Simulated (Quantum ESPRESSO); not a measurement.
# Si/GaAs(110) interfaces, stepped through the in-plane cubic lattice constant, part 6 of 10

Wanted: a table for Si/GaAs(110) interfaces against the in-plane cubic lattice constant, and what can be fitted to it.

Quantum ESPRESSO 7.5; plane-wave DFT, LDA, GBRV ultrasoft pseudopotentials.

So far. Step 2 (Relaxing cell and ions, 5.332 Å):  The last row is no step: it is a fresh SCF in the final cell with a new plane-wave basis, -0 meV from the row before. Step 5 (Variable-cell relaxation, 5.332 Å):  The last row is no step: it is a fresh SCF in the final cell with a new plane-wave basis, -0 meV from the row before.

### 11. Relaxing cell and ions, 5.384 Å

System of this step: Si, held at a = 5.384 Å in the (110) plane. It takes space group Fd-3m (No. 227, cubic). Conventional cell: a = 5.381 Å, b = 5.381 Å, c = 5.381 Å, α = 90.00°, β = 90.00°, γ = 90.00°. Si has 4 Si at 2.33 Å nearest. That group holds within 0.01 Å; judged at 0.001 Å it is Imma (No. 74).

m1.first.relax.in

```
&control
  prefix = 'm1.first.relax'
  outdir = './out'
  pseudo_dir = './pseudo'
  nstep = 70
  forc_conv_thr = 0.0004
  calculation = 'vc-relax'
/
&system
  ibrav = 0
  nat = 4
  ntyp = 1
  ecutwfc = 48
  ecutrho = 240
  occupations = 'smearing'
  smearing = 'fd'
  degauss = 0.002
/
&electrons
  conv_thr = 1e-09
  mixing_beta = 0.4
  electron_maxstep = 120
/
&ions
/
&cell
  cell_dofree = 'z'
  press_conv_thr = 0.4
/
ATOMIC_SPECIES
  Si  28.0850  si_lda_v1.uspp.F.UPF
CELL_PARAMETERS angstrom
  5.38400000000000 0.00000000000000 0.00000000000000
  0.00000000000000 3.80706290990837 0.00000000000000
  0.00000000000000 0.00000000000000 3.80059090296153
ATOMIC_POSITIONS crystal
  Si  0.000000000000 0.000000000000 0.000000000000
  Si  0.250000000000 0.500000000000 0.000000000000
  Si  0.500000000000 0.500000000000 0.500000000000
  Si  0.750000000000 0.000000000000 0.500000000000
K_POINTS automatic
  3 4 4 0 0 0
```

Run with:

```sh
> OMP_NUM_THREADS=1 mpirun -n 4 pw.x -nk 2 -in m1.first.relax.in > m1.first.relax.out
```

The program printed:

```text
[banner, memory and clock lines left out]
Program PWSCF v.7.5 starts
[...]
Message from routine setup:
[...]
number of electrons       =        16.00
     number of Kohn-Sham states=           12
     kinetic-energy cutoff     =      48.0000  Ry
     charge density cutoff     =     240.0000  Ry
[...]
number of k points=    18  Fermi-Dirac smearing, width (Ry)=  0.0020
[...]
Dense  grid:    33003 G-vectors     FFT dimensions: (  54,  36,  36)
[...]
Starting wfcs are   16 randomized atomic wfcs
[...]
estimated scf accuracy    <       0.12488415 Ry
[...]
estimated scf accuracy    <       0.03344207 Ry
[...]
estimated scf accuracy    <       0.00063559 Ry
[...]
estimated scf accuracy    <       0.00009719 Ry
[...]
estimated scf accuracy    <       0.00000176 Ry
[...]
estimated scf accuracy    <       0.00000085 Ry
[...]
estimated scf accuracy    <          1.5E-09 Ry
[...]
estimated scf accuracy    <          1.0E-09 Ry
[...]
the Fermi energy is     6.5770 ev
!    total energy              =     -38.51090842 Ry
     estimated scf accuracy    <          2.2E-10 Ry
     smearing contrib. (-TS)   =      -0.00000036 Ry
     internal energy E=F+TS    =     -38.51090806 Ry
[...]
one-electron contribution =      10.51159120 Ry
     hartree contribution      =       2.19751953 Ry
     xc contribution           =     -17.31586797 Ry
     ewald contribution        =     -33.90415083 Ry
     convergence has been achieved in   9 iterations
[...]
Total force =     0.001368     Total SCF correction =     0.000000
[...]
estimated scf accuracy    <       0.00000783 Ry
[...]
estimated scf accuracy    <       0.00000151 Ry
[...]
estimated scf accuracy    <       0.00000005 Ry
[...]
estimated scf accuracy    <       0.00000001 Ry
[...]
estimated scf accuracy    <          1.4E-09 Ry
[...]
the Fermi energy is     6.5414 ev
!    total energy              =     -38.51112285 Ry
     estimated scf accuracy    <          2.1E-10 Ry
     smearing contrib. (-TS)   =      -0.00000032 Ry
     internal energy E=F+TS    =     -38.51112252 Ry
[...]
one-electron contribution =      10.45597574 Ry
     hartree contribution      =       2.20350219 Ry
     xc contribution           =     -17.30685028 Ry
     ewald contribution        =     -33.86375016 Ry
     convergence has been achieved in   6 iterations
[...]
Total force =     0.002263     Total SCF correction =     0.000010
[...]
estimated scf accuracy    <       0.00001404 Ry
[...]
estimated scf accuracy    <       0.00000273 Ry
[...]
estimated scf accuracy    <       0.00000009 Ry
[...]
estimated scf accuracy    <       0.00000002 Ry
[...]
estimated scf accuracy    <          2.6E-09 Ry
[...]
estimated scf accuracy    <          4.4E-10 Ry
[...]
the Fermi energy is     6.4804 ev
!    total energy              =     -38.51127432 Ry
     estimated scf accuracy    <          1.8E-11 Ry
     smearing contrib. (-TS)   =      -0.00000041 Ry
     internal energy E=F+TS    =     -38.51127391 Ry
[...]
one-electron contribution =      10.37308465 Ry
     hartree contribution      =       2.21250359 Ry
     xc contribution           =     -17.29340637 Ry
     ewald contribution        =     -33.80345578 Ry
     convergence has been achieved in   7 iterations
[...]
Total force =     0.003692     Total SCF correction =     0.000003
[...]
estimated scf accuracy    <       0.00000088 Ry
[...]
estimated scf accuracy    <       0.00000020 Ry
[...]
estimated scf accuracy    <          9.3E-09 Ry
[...]
estimated scf accuracy    <          4.5E-10 Ry
[...]
estimated scf accuracy    <          3.3E-11 Ry
[...]
the Fermi energy is     6.4629 ev
!    total energy              =     -38.51129126 Ry
     estimated scf accuracy    <          1.4E-12 Ry
     smearing contrib. (-TS)   =      -0.00000053 Ry
     internal energy E=F+TS    =     -38.51129072 Ry
[...]
one-electron contribution =      10.35156298 Ry
     hartree contribution      =       2.21478249 Ry
     xc contribution           =     -17.28984176 Ry
     ewald contribution        =     -33.78779443 Ry
     convergence has been achieved in   6 iterations
[...]
Total force =     0.001976     Total SCF correction =     0.000001
[...]
estimated scf accuracy    <       0.00000013 Ry
[...]
estimated scf accuracy    <       0.00000004 Ry
[...]
estimated scf accuracy    <          2.2E-10 Ry
[...]
the Fermi energy is     6.4599 ev
!    total energy              =     -38.51129462 Ry
     estimated scf accuracy    <          4.7E-12 Ry
     smearing contrib. (-TS)   =      -0.00000062 Ry
     internal energy E=F+TS    =     -38.51129400 Ry
[...]
one-electron contribution =      10.34758222 Ry
     hartree contribution      =       2.21515729 Ry
     xc contribution           =     -17.28913762 Ry
     ewald contribution        =     -33.78489590 Ry
     convergence has been achieved in   4 iterations
[...]
Total force =     0.000401     Total SCF correction =     0.000000
[...]
number of electrons       =        16.00
     number of Kohn-Sham states=           12
     kinetic-energy cutoff     =      48.0000  Ry
     charge density cutoff     =     240.0000  Ry
[...]
number of k points=    18  Fermi-Dirac smearing, width (Ry)=  0.0020
[...]
Dense  grid:    33367 G-vectors     FFT dimensions: (  54,  36,  36)
[...]
Starting wfcs are   16 randomized atomic wfcs
[...]
estimated scf accuracy    <       0.12491716 Ry
[...]
estimated scf accuracy    <       0.03249279 Ry
[...]
estimated scf accuracy    <       0.00057969 Ry
[...]
estimated scf accuracy    <       0.00003156 Ry
[...]
estimated scf accuracy    <       0.00000379 Ry
[...]
estimated scf accuracy    <       0.00000067 Ry
[...]
estimated scf accuracy    <          3.7E-09 Ry
[...]
estimated scf accuracy    <          2.6E-10 Ry
[...]
estimated scf accuracy    <          1.3E-10 Ry
[...]
the Fermi energy is     6.4599 ev
!    total energy              =     -38.51129530 Ry
     estimated scf accuracy    <          1.2E-12 Ry
     smearing contrib. (-TS)   =      -0.00000062 Ry
     internal energy E=F+TS    =     -38.51129468 Ry
[...]
one-electron contribution =      10.34758186 Ry
     hartree contribution      =       2.21515712 Ry
     xc contribution           =     -17.28913776 Ry
     ewald contribution        =     -33.78489590 Ry
     convergence has been achieved in  10 iterations
[...]
Total force =     0.000401     Total SCF correction =     0.000000
[...]
```

Elapsed: 18 s, on 4 MPI ranks of Arm Neoverse V1, shared host; peak memory 0.31 GiB; 70 s of CPU time.

Step by step:

```csv
step,energy less that of the first step (eV),largest force (eV/Å),volume (Å³)
1,0.0000,0.0176,77.90
2,-0.0029,0.0291,78.18
3,-0.0050,0.0475,78.60
4,-0.0052,0.0254,78.71
5,-0.0053,0.0052,78.73
6,-0.0053,0.0052,78.73
```

```csv
cell as run,before,after,change
a (Å),5.384,5.384,+0.0 %
b (Å),3.807,3.807,+0.0 %
c (Å),3.801,3.841,+1.1 %
volume (Å³/atom),19.48,19.68,+1.1 %
```

 The last row is no step: it is a fresh SCF in the final cell with a new plane-wave basis, -0 meV from the row before.

Numbers from this step:

```
free energy  : -523.9729 eV
Fermi energy : 6.460 eV
```

### 12. Ground state, 5.384 Å

m1.first.bulk.in

```
&control
  prefix = 'm1.first.bulk'
  outdir = './out'
  pseudo_dir = './pseudo'
  calculation = 'scf'
  tprnfor = .true.
/
&system
  ibrav = 0
  nat = 4
  ntyp = 1
  ecutwfc = 40
  ecutrho = 200
  occupations = 'smearing'
  smearing = 'fd'
  degauss = 0.002
  nbnd = 12
/
&electrons
  conv_thr = 1e-09
  mixing_beta = 0.4
  electron_maxstep = 120
/
ATOMIC_SPECIES
  Si  28.0850  si_lda_v1.uspp.F.UPF
CELL_PARAMETERS angstrom
  5.38400000000000 0.00000000000000 0.00000000000000
  0.00000000000000 3.80706291000000 0.00000000000000
  0.00000000000000 0.00000000000000 3.84104199700000
ATOMIC_POSITIONS crystal
  Si  -0.000566244600 0.000000000000 0.000000000000
  Si  0.250566247200 0.500000000000 0.000000000000
  Si  0.499433753700 0.500000000000 0.500000000000
  Si  0.750566243700 0.000000000000 0.500000000000
K_POINTS automatic
  6 8 8 0 0 0
```

Run with:

```sh
> OMP_NUM_THREADS=1 mpirun -n 4 pw.x -nk 4 -in m1.first.bulk.in > m1.first.bulk.out
```

The program printed:

```text
[banner, memory and clock lines left out]
Program PWSCF v.7.5 starts
[...]
Message from routine setup:
[...]
number of electrons       =        16.00
     number of Kohn-Sham states=           12
     kinetic-energy cutoff     =      40.0000  Ry
     charge density cutoff     =     200.0000  Ry
[...]
number of k points=   100  Fermi-Dirac smearing, width (Ry)=  0.0020
[...]
Dense  grid:    25381 G-vectors     FFT dimensions: (  45,  36,  36)
[...]
Starting wfcs are   16 randomized atomic wfcs
[...]
estimated scf accuracy    <       0.11868978 Ry
[...]
estimated scf accuracy    <       0.03161036 Ry
[...]
estimated scf accuracy    <       0.00061048 Ry
[...]
estimated scf accuracy    <       0.00008023 Ry
[...]
estimated scf accuracy    <       0.00000121 Ry
[...]
estimated scf accuracy    <       0.00000064 Ry
[...]
estimated scf accuracy    <          5.0E-09 Ry
[...]
estimated scf accuracy    <          1.3E-09 Ry
[...]
the Fermi energy is     6.4055 ev
!    total energy              =     -38.52092777 Ry
     estimated scf accuracy    <          5.9E-11 Ry
     smearing contrib. (-TS)   =      -0.00000032 Ry
     internal energy E=F+TS    =     -38.52092745 Ry
[...]
one-electron contribution =      10.34689878 Ry
     hartree contribution      =       2.19950752 Ry
     xc contribution           =     -17.28243785 Ry
     ewald contribution        =     -33.78489591 Ry
     convergence has been achieved in   9 iterations
[...]
Total force =     0.000478     Total SCF correction =     0.000000
[...]
```

Elapsed: 13 s, on 4 MPI ranks; peak memory 0.33 GiB; 53 s of CPU time.

Read from the output:

```
free energy                          : -524.1039 eV
Fermi energy                         : 6.405 eV
valence top, on the run's zero       : 6.216 eV
conduction bottom, on the run's zero : 6.598 eV
gap by band count                    : 0.3826 eV
```

### 13. Relaxing cell and ions, 5.384 Å

System of this step: GaAs, held at a = 5.384 Å in the (110) plane. The structure is orthorhombic, space group Imm2 (No. 44). Conventional cell: a = 3.807 Å, b = 4.112 Å, c = 5.384 Å, α = 90.00°, β = 90.00°, γ = 90.00°. Ga has 4 As at 2.33 to 2.46 Å nearest. Nearest to As lie 4 Ga at 2.33 to 2.46 Å. Farther neighbours are not listed.

m1.relax.in

```
&control
  prefix = 'm1.relax'
  outdir = './out'
  pseudo_dir = './pseudo'
  nstep = 70
  forc_conv_thr = 0.0004
  calculation = 'vc-relax'
/
&system
  ibrav = 0
  nat = 4
  ntyp = 2
  ecutwfc = 48
  ecutrho = 240
  occupations = 'smearing'
  smearing = 'fd'
  degauss = 0.002
/
&electrons
  conv_thr = 1e-09
  mixing_beta = 0.4
  electron_maxstep = 120
/
&ions
/
&cell
  cell_dofree = 'z'
  press_conv_thr = 0.4
/
ATOMIC_SPECIES
  Ga  69.7230  ga_lda_v1.4.uspp.F.UPF
  As  74.9216  as_lda_v1.uspp.F.UPF
CELL_PARAMETERS angstrom
  5.38400000000000 0.00000000000000 0.00000000000000
  0.00000000000000 3.80706290990837 0.00000000000000
  0.00000000000000 0.00000000000000 4.11162794270104
ATOMIC_POSITIONS crystal
  Ga  0.000000000000 0.000000000000 0.000000000000
  As  0.250000000000 0.500000000000 0.000000000000
  Ga  0.500000000000 0.500000000000 0.500000000000
  As  0.750000000000 0.000000000000 0.500000000000
K_POINTS automatic
  3 4 4 0 0 0
```

Run with:

```sh
> OMP_NUM_THREADS=1 mpirun -n 4 pw.x -nk 2 -in m1.relax.in > m1.relax.out
```

The program printed:

```text
[banner, memory and clock lines left out]
Program PWSCF v.7.5 starts
[...]
Message from routine setup:
[...]
number of electrons       =        48.00
     number of Kohn-Sham states=           29
     kinetic-energy cutoff     =      48.0000  Ry
     charge density cutoff     =     240.0000  Ry
[...]
number of k points=    18  Fermi-Dirac smearing, width (Ry)=  0.0020
[...]
Dense  grid:    35731 G-vectors     FFT dimensions: (  54,  36,  40)
[...]
Starting wfcs are   32 randomized atomic wfcs
[...]
estimated scf accuracy    <      13.43709900 Ry
[...]
estimated scf accuracy    <       1.64001318 Ry
[...]
estimated scf accuracy    <       0.16971510 Ry
[...]
estimated scf accuracy    <       0.00465272 Ry
[...]
estimated scf accuracy    <       0.00115527 Ry
[...]
estimated scf accuracy    <       0.00003497 Ry
[...]
estimated scf accuracy    <       0.00000049 Ry
[...]
estimated scf accuracy    <       0.00000019 Ry
[...]
estimated scf accuracy    <       0.00000019 Ry
[...]
estimated scf accuracy    <          2.9E-09 Ry
[...]
the Fermi energy is     8.2733 ev
!    total energy              =    -909.63004577 Ry
     estimated scf accuracy    <          2.1E-10 Ry
     smearing contrib. (-TS)   =      -0.00000003 Ry
     internal energy E=F+TS    =    -909.63004574 Ry
[...]
one-electron contribution =    -800.59799811 Ry
     hartree contribution      =     416.91063310 Ry
     xc contribution           =    -157.94257682 Ry
     ewald contribution        =    -368.00010390 Ry
     convergence has been achieved in  11 iterations
[...]
Total force =     0.058976     Total SCF correction =     0.000063
[...]
estimated scf accuracy    <       0.00005626 Ry
[...]
estimated scf accuracy    <       0.00001496 Ry
[...]
estimated scf accuracy    <       0.00000060 Ry
[...]
estimated scf accuracy    <       0.00000006 Ry
[...]
estimated scf accuracy    <          4.0E-09 Ry
[...]
the Fermi energy is     8.3635 ev
!    total energy              =    -909.63310088 Ry
     estimated scf accuracy    <          7.6E-10 Ry
     smearing contrib. (-TS)   =      -0.00000027 Ry
     internal energy E=F+TS    =    -909.63310062 Ry
[...]
one-electron contribution =    -799.21478563 Ry
     hartree contribution      =     416.34011268 Ry
     xc contribution           =    -157.95009370 Ry
     ewald contribution        =    -368.80833397 Ry
     convergence has been achieved in   6 iterations
[...]
Total force =     0.030124     Total SCF correction =     0.000268
[...]
estimated scf accuracy    <       0.00005650 Ry
[...]
estimated scf accuracy    <       0.00001493 Ry
[...]
estimated scf accuracy    <       0.00000060 Ry
[...]
estimated scf accuracy    <       0.00000003 Ry
[...]
estimated scf accuracy    <          4.2E-09 Ry
[...]
estimated scf accuracy    <          7.9E-10 Ry
[...]
the Fermi energy is     8.4457 ev
!    total energy              =    -909.63408779 Ry
     estimated scf accuracy    <          2.9E-11 Ry
     smearing contrib. (-TS)   =      -0.00000431 Ry
     internal energy E=F+TS    =    -909.63408349 Ry
[...]
one-electron contribution =    -798.03650921 Ry
     hartree contribution      =     415.85071002 Ry
     xc contribution           =    -157.95705628 Ry
     ewald contribution        =    -369.49122802 Ry
     convergence has been achieved in   7 iterations
[...]
Total force =     0.000432     Total SCF correction =     0.000058
[...]
estimated scf accuracy    <       0.00000030 Ry
[...]
estimated scf accuracy    <       0.00000005 Ry
[...]
estimated scf accuracy    <          3.7E-09 Ry
[...]
estimated scf accuracy    <          7.9E-10 Ry
[...]
estimated scf accuracy    <          6.6E-11 Ry
[...]
the Fermi energy is     8.4306 ev
!    total energy              =    -909.63410340 Ry
     estimated scf accuracy    <          6.1E-12 Ry
     smearing contrib. (-TS)   =      -0.00000466 Ry
     internal energy E=F+TS    =    -909.63409875 Ry
[...]
one-electron contribution =    -798.23122629 Ry
     hartree contribution      =     415.92859286 Ry
     xc contribution           =    -157.95457460 Ry
     ewald contribution        =    -369.37689071 Ry
     convergence has been achieved in   6 iterations
[...]
Total force =     0.001048     Total SCF correction =     0.000023
[...]
estimated scf accuracy    <       0.00000074 Ry
[...]
estimated scf accuracy    <       0.00000011 Ry
[...]
estimated scf accuracy    <          9.1E-09 Ry
[...]
estimated scf accuracy    <          1.8E-09 Ry
[...]
estimated scf accuracy    <          1.0E-10 Ry
[...]
estimated scf accuracy    <          1.0E-11 Ry
[...]
the Fermi energy is     8.4084 ev
!    total energy              =    -909.63412114 Ry
     estimated scf accuracy    <          7.2E-13 Ry
     smearing contrib. (-TS)   =      -0.00000596 Ry
     internal energy E=F+TS    =    -909.63411518 Ry
[...]
one-electron contribution =    -798.51399192 Ry
     hartree contribution      =     416.04084741 Ry
     xc contribution           =    -157.95065053 Ry
     ewald contribution        =    -369.21032014 Ry
     convergence has been achieved in   7 iterations
[...]
Total force =     0.000879     Total SCF correction =     0.000006
[...]
estimated scf accuracy    <       0.00000065 Ry
[...]
estimated scf accuracy    <       0.00000010 Ry
[...]
estimated scf accuracy    <          8.8E-09 Ry
[...]
estimated scf accuracy    <          1.8E-09 Ry
[...]
estimated scf accuracy    <          8.7E-11 Ry
[...]
the Fermi energy is     8.3890 ev
!    total energy              =    -909.63412636 Ry
     estimated scf accuracy    <          7.9E-12 Ry
     smearing contrib. (-TS)   =      -0.00000788 Ry
     internal energy E=F+TS    =    -909.63411849 Ry
[...]
one-electron contribution =    -798.75760246 Ry
     hartree contribution      =     416.13712453 Ry
     xc contribution           =    -157.94709467 Ry
     ewald contribution        =    -369.06654589 Ry
     convergence has been achieved in   6 iterations
[...]
Total force =     0.000139     Total SCF correction =     0.000019
[...]
number of electrons       =        48.00
     number of Kohn-Sham states=           29
     kinetic-energy cutoff     =      48.0000  Ry
     charge density cutoff     =     240.0000  Ry
[...]
number of k points=    18  Fermi-Dirac smearing, width (Ry)=  0.0020
[...]
Dense  grid:    35463 G-vectors     FFT dimensions: (  54,  36,  40)
[...]
Starting wfcs are   32 randomized atomic wfcs
[...]
estimated scf accuracy    <      14.57581306 Ry
[...]
estimated scf accuracy    <       2.03398182 Ry
[...]
estimated scf accuracy    <       0.22079405 Ry
[...]
estimated scf accuracy    <       0.00254792 Ry
[...]
estimated scf accuracy    <       0.00104786 Ry
[...]
estimated scf accuracy    <       0.00021555 Ry
[...]
estimated scf accuracy    <       0.00000171 Ry
[...]
estimated scf accuracy    <       0.00000289 Ry
[...]
estimated scf accuracy    <       0.00000151 Ry
[...]
estimated scf accuracy    <       0.00000004 Ry
[...]
estimated scf accuracy    <          3.5E-09 Ry
[...]
estimated scf accuracy    <          2.2E-10 Ry
[...]
the Fermi energy is     8.3890 ev
!    total energy              =    -909.63405688 Ry
     estimated scf accuracy    <          4.8E-12 Ry
     smearing contrib. (-TS)   =      -0.00000788 Ry
     internal energy E=F+TS    =    -909.63404900 Ry
[...]
one-electron contribution =    -798.75756850 Ry
     hartree contribution      =     416.13719806 Ry
     xc contribution           =    -157.94713267 Ry
     ewald contribution        =    -369.06654589 Ry
     convergence has been achieved in  13 iterations
[...]
Total force =     0.000157     Total SCF correction =     0.000014
[...]
```

The job ended after 57 s (4 MPI ranks; peak memory 0.36 GiB; 3.8 min of CPU time).

The steps of the relaxation:

```csv
step,energy less that of the first step (eV),largest force (eV/Å),volume (Å³)
1,0.0000,0.7582,84.28
2,-0.0416,0.3873,83.84
3,-0.0550,0.0056,83.47
4,-0.0552,0.0135,83.55
5,-0.0554,0.0113,83.66
6,-0.0555,0.0018,83.76
7,-0.0546,0.0020,83.76
```

```csv
cell as run,before,after,change
a (Å),5.384,5.384,+0.0 %
b (Å),3.807,3.807,+0.0 %
c (Å),4.112,4.086,-0.6 %
volume (Å³/atom),21.07,20.94,-0.6 %
```

The atoms that moved most (Å, as changes of fractional coordinates times the final cell):

```csv
atom,dx,dy,dz,length
Ga3,-0.033,0.000,0.000,0.033
As4,0.033,0.000,0.000,0.033
As2,0.033,0.000,0.000,0.033
Ga1,-0.033,0.000,0.000,0.033
```

Final coordinates:

```xyz
4
Lattice="5.3840 0.0000 0.0000 0.0000 3.8071 0.0000 0.0000 0.0000 4.0865" Properties=species:S:1:pos:R:3 pbc="T T T"
Ga   -0.0332    0.0000    0.0000
As    1.3792    1.9035    0.0000
Ga    2.6588    1.9035    2.0432
As    4.0712    0.0000    2.0432
```

 The last row is no step: it is a fresh SCF in the final cell with a new plane-wave basis, +1 meV from the row before.

This step gave:

- free energy: -12376.2018 eV
- energy at zero smearing: -12376.2018 eV
- Fermi energy: 8.389 eV

[end of part 6 of 10]

[Logs are printed without paths, hosts, clocks, repeated set-up lines and the standing remarks that a program may print on its own settings, such as how far it seeks lower states.]

[Hosts, paths, dates, database ids (printed as entryN), source tags and the programs' standing remarks are cut or masked in the printed files.]

[Maps of the electrostatic potential energy from Ansatz leave out the sawtooth potential of an applied field or a dipole correction, so their vacuum need not be flat; planar profiles and work functions include it.]
